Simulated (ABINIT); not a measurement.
The system is BAs.

```xyz
2
Lattice="0.0000 2.3885 2.3885 2.3885 0.0000 2.3885 2.3885 2.3885 0.0000" Properties=species:S:1:pos:R:3 pbc="T T T"
As    3.5827    3.5827    3.5827
B     0.0000    0.0000    0.0000
```

Base run:

```yaml
Program: ABINIT 10.8.3 (patched build)
Functional: PBEsol
Potentials_or_basis: JTH PAW PBE v2.0
Cutoff: 490 eV
k_mesh: 10 × 10 × 10
Occupations: fermi-dirac, width 0.05 eV
Spin: no spin polarisation
```

Its results: band gap on the k mesh 1.08 eV, indirect (least direct gap 3.24 eV); pressure -0.7 GPa.

Problem. After a change of settings the same cell gave: band gap on the k mesh 1.13 eV, indirect (least direct gap 3.25 eV); pressure -3.8 GPa. Which change was it?
A. functional from PBEsol to BLYP
B. functional from PBEsol to RPBE
C. functional from PBEsol to PW91
D. functional from PBEsol to LDA

Solution. D.

LDA binds more tightly than PBEsol, so the same cell stands under less pressure.

Caveats: the PAW data sets were made with another functional, which shifts forces and pressure a little.

Runs at the PBE level aren't shown here.
